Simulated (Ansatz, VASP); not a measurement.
**CoO in VASP and in Ansatz**

```
Co O
1.0
    -1.41423    2.44951    2.72172
     2.82845    0.00000    2.72172
     1.41422    2.44951    0.00000
Co O
2 2
Direct
  0.25000 0.25000 0.75000
  0.75000 0.75000 0.25000
  0.83333 0.16667 0.50000
  0.33333 0.66667 0.00000
```

The cell was built by a generator and needn't be a form met in nature.

Alike in both runs: task single point; functional PBE; k mesh 8 × 8 × 8; occupations fermi-dirac, width 0.05 eV; collinear spin, random start.

```csv
,VASP,Ansatz
version,VASP 6.6.1,Ansatz 0.2.0
potentials or method,"VASP PAW PBE potentials, release 64 (Co, O)",Ansatz PAW
plane-wave cutoff (eV),520,420
valence electrons in the cell,30,46
```

```csv
,VASP,Ansatz,Ansatz less VASP
gap on the k mesh at the Fermi level (eV),none,none,-
pressure (GPa),-6.0,1.2,+7.23
largest component of the traceless stress (GPa),0.86,4.57,+3.708
rms of the force components (eV/Å),0.054,0.161,+0.1064
net moment per atom (μB),0.72,0.00,-0.720
size of the moment on the site where the two differ most (μB),0.04,2.29,+2.252
```

The net moments differ so much that the two runs ended in different magnetic states, which moves the other rows too. Site moments also hang on the region over which each program counts them. Atom by atom the forces differ by 0.149 eV/Å (rms over components). A gap of «none» marks a metal or a gap that the smearing closes. The two sets of potentials don't hold the same shells in valence.

Caveats: semilocal functionals often make such compounds metallic where correlation or magnetic order opens a gap, which also shifts bond lengths; the pressure holds a Pulay correction of +0.7 GPa for the finite cutoff (Ansatz). With open d or f shells a metallic result of PBE can be an artefact of self-interaction; +U or a hybrid may open a gap.
